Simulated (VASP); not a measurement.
Here is a VASP 6.6.1 calculation.

POSCAR

```
TiO2                                    
1.0
    4.5927071365     -0.0000000000      0.0000000000
    0.0000000000      4.5927071365      0.0000000000
    0.0000000000      0.0000000000      2.9417409262
  Ti              O             
     2     4
Direct
     0.0000000000000000    1.0000000000000000    1.0000000000000000
     0.5000000000000000    0.5000000000000000    0.5000000000000000
     0.3043249358259531    0.3043249358259531    0.0000000000000000
     0.1956750641740469    0.8043249358259531    0.5000000000000000
     0.6956750641740469    0.6956750641740469    1.0000000000000000
     0.8043249358259531    0.1956750641740469    0.5000000000000000
```

Contents of INCAR.step1:

```
PREC = Accurate ; ENCUT = 520
EDIFF = 1E-5 ; ISMEAR = 0
SIGMA = 0.03 ; LREAL = False
LASPH = True ; NELM = 80
ALGO = Normal ; ISIF = 2
LWAVE = True ; LCHARG = False
LMAXMIX = 4 ; NBANDS = 33
KPAR = 4 ; GGA = PE
```

The input INCAR.step2:

```
PREC = Accurate ; ENCUT = 520
EDIFF = 1E-6 ; ISMEAR = 0
SIGMA = 0.03 ; LREAL = False
LASPH = True ; NELM = 80
ALGO = Normal ; ISIF = 2
LWAVE = False ; LCHARG = False
LMAXMIX = 4 ; GGA = PE
LHFCALC = True ; HFSCREEN = 0.2
PRECFOCK = Fast ; NBANDS = 33
KPAR = 4 ; ISTART = 1
```

File KPOINTS:

```
Automatic mesh
0
Gamma
  4 4 6
```

The input KPOINTS_OPT:

```
explicit points
6
Reciprocal
 0.0000000000  0.0000000000  0.0000000000 1
 0.5000000000  0.5000000000  0.5000000000 1
 0.5000000000  0.5000000000  0.0000000000 1
 0.0000000000  0.5000000000  0.5000000000 1
 0.0000000000  0.5000000000  0.0000000000 1
 0.0000000000  0.0000000000  0.5000000000 1
```

Potentials or basis: VASP PAW PBE potentials, release 64 (Ti_sv, O).

The run is started by

```console
$ cat potpaw_PBE.64/Ti_sv/POTCAR potpaw_PBE.64/O/POTCAR > POTCAR
$ cp INCAR.step1 INCAR
$ mpirun -np 4 vasp_std > vasp.out
$ cp INCAR.step2 INCAR
$ mpirun -np 4 vasp_std > vasp.out
```

Question: Estimate the pressure.

Answer: -0.7 GPa.

Question: What does it give for the band gap along the path?

Answer: 3.39 eV, direct.

Question: Predict the band gap on the k mesh.

Answer: 3.39 eV, direct.

Question: What does it give for the largest force?

Answer: 0.126 eV/Å.

Forces on the atoms (eV/Å):
```
Ti   0.000  0.000  0.000
Ti   0.000  0.000  0.000
O    0.089  0.089  0.000
O   -0.089  0.089  0.000
O   -0.089 -0.089  0.000
O    0.089 -0.089  0.000
```

Caveat: the PAW data sets were made with another functional, which shifts forces and pressure a little.

**Measured values to compare with.**

From “Shallow Valence Band of Rutile GeO2 and P-type Doping”, 2020, arxiv:2011.08928, for a bulk crystal of TiO2 at 1.6 K: band gap 3.03 eV (direct).

Measured gap of TiO2: 3.03 eV (direct; 1.6 K; quoted in “Shallow Valence Band of Rutile GeO2 and P-type Doping”, 2020, arxiv:2011.08928). This calculation gives 3.39 eV (+0.36 eV). 2 values of this kind are on record in papers (3.03 to 3.05 eV); this one was drawn at random among those near their median. The value is that of HSE06, without temperature or zero-point motion.
